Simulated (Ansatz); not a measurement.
Set up this calculation in Ansatz 0.2.0, as the native input.

| Property | Result |
| --- | --- |
| Task | elastic constants |
| Functional | PBEsol |
| Potentials or basis | Ansatz PAW |
| Cutoff | 420 eV (not typed: the program's choice for these potentials) |
| k mesh | 6 × 6 × 4 |
| Occupations | fixed |
| Spin | no spin polarisation |
| Atoms under strain | clamped |

The system is SnSe2.

```
Sn Se
1.0
     3.81100    0.00000    0.00000
    -1.90550    3.30042    0.00000
     0.00000    0.00000    6.13600
Sn Se
1 2
Cartesian
  0.0000 0.0000 0.0000
  1.9055 1.1001 4.6081
  0.0000 2.2003 1.5279
```

These files were run (other wordings do the same):

input.yaml

```yaml
crystal:
  lattice:
    - [3.811, 0.0, 0.0]
    - [-1.9055, 3.3004228138, 0.0]
    - [0.0, 0.0, 6.136]
  atoms:
    - { symbol: Sn, position: [0.0, 0.0, 0.0] }
    - { symbol: Se, position: [0.6666666667, 0.3333333333, 0.751] }
    - { symbol: Se, position: [0.3333333333, 0.6666666667, 0.249] }
hamiltonian:
  xc: pbesol
  pseudopotentials: { kind: paw }
kpoints:
  mp_grid: { grid: [6, 6, 4] }
scf:
  occupations: { method: fixed }
output:
  forces: true
  stress: true
elastic:
  mode: clamped_ion
  stencil: two_point
```

Potentials or basis: Ansatz PAW.

Run with:

```bash
$ ansatz run input.yaml --threads 2 --pin off --max-ram 5632MiB --backend cpu --events-out ev --progress --plain --runs-dir out
```

Results of the run:

```
Pressure               : 2.5 GPa
Largest force          : 0.592 eV/Å
Band gap on the k mesh : 0.75 eV, indirect (least direct gap 1.01 eV)
Voigt bulk modulus     : 77 GPa
```

Caveat: spin-orbit coupling is left out, which moves the levels of the heavy elements; this functional lacks dispersion, which binds the layers, so the pressure and a relaxed spacing across them are unreliable; the PAW data sets come from PBE, with cores solved anew for the run's functional, which leaves a small shift of forces and pressure.

Run time: 33 s on 2 threads of Intel(R) Xeon(R) Processor @ 2.50GHz (Skylake/Cascade Lake), on a shared host, peak memory 0.45 GiB.
